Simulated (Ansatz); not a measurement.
Zinc-blende InN (metastable phase) was calculated with r²SCAN50 (Ansatz, a first-principles code, PAW).

Numerical settings: plane-wave cutoff 520 eV, 10×10×10 k mesh, Fermi–Dirac smearing 0.01 eV, scalar-relativistic PAW data made under PBE.

Response to compression and expansion:

```json
[
 {"V (Å³/atom)": "14.208", "P (GPa)": "9.65", "direct gap at Γ (eV)": "3.313"},
 {"V (Å³/atom)": "14.582", "P (GPa)": "4.51", "direct gap at Γ (eV)": "3.191"},
 {"V (Å³/atom)": "14.788", "P (GPa)": "1.96", "direct gap at Γ (eV)": "3.124"},
 {"V (Å³/atom)": "14.956", "P (GPa)": "0.00", "direct gap at Γ (eV)": "3.069"},
 {"V (Å³/atom)": "15.330", "P (GPa)": "-3.94", "direct gap at Γ (eV)": "2.945"},
 {"V (Å³/atom)": "15.575", "P (GPa)": "-6.25", "direct gap at Γ (eV)": "2.864"}
]
```

A straight line through the gaps at Γ against ln V gives a volume deformation potential dE_g(Γ)/d ln V of -4.9 eV: the gap at Γ widens under compression.

Measured, for comparison: band gap 0.61 eV (low temperature, zero-point motion not removed, photoluminescence, epilayer; as tabulated in Schörmann, As, Lischka, Schley, Goldhahn et al., Appl. Phys. Lett. 89, 261903 …).

Spin–orbit coupling is not included.
